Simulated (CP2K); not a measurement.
GaSb in CP2K: the effect of dispersion

GaSb:

```xyz
2
Lattice="4.3261 0.0000 0.0000 2.1630 3.7465 0.0000 2.1630 1.2488 3.5322" Properties=species:S:1:pos:R:3 pbc="T T T"
Sb    6.4891    3.7465    2.6492
Ga    0.0000    0.0000    0.0000
```

Alike in all runs:

| Item | Value |
| --- | --- |
| Program | CP2K 2026.2 |
| Task | single point |
| Functional | RPBE |
| Potentials or basis | POTENTIAL_UZH Sb GTH-PBE-q5, Ga GTH-PBE-q13; TZVP-MOLOPT-PBE-GTH basis |
| Density cutoff | 6123 eV |
| k mesh | 8 × 8 × 8 |
| Occupations | fermi-dirac, width 0.05 eV |
| Spin | no spin polarisation |

```csv
dispersion,pressure (GPa)
none,?
D3,1.5
D3(BJ),-5.7
D4,-1.1
D3(BJ)+ATM,-5.6
```

Problem. What does the run with dispersion none give?

Solution. Pressure 3.8 GPa.

Caveats: the potentials were made for another functional, which shifts forces and pressure; the basis of atomic orbitals isn't converged, which shifts pressures, moduli and gaps.

Runs at the PBE level aren't shown here.
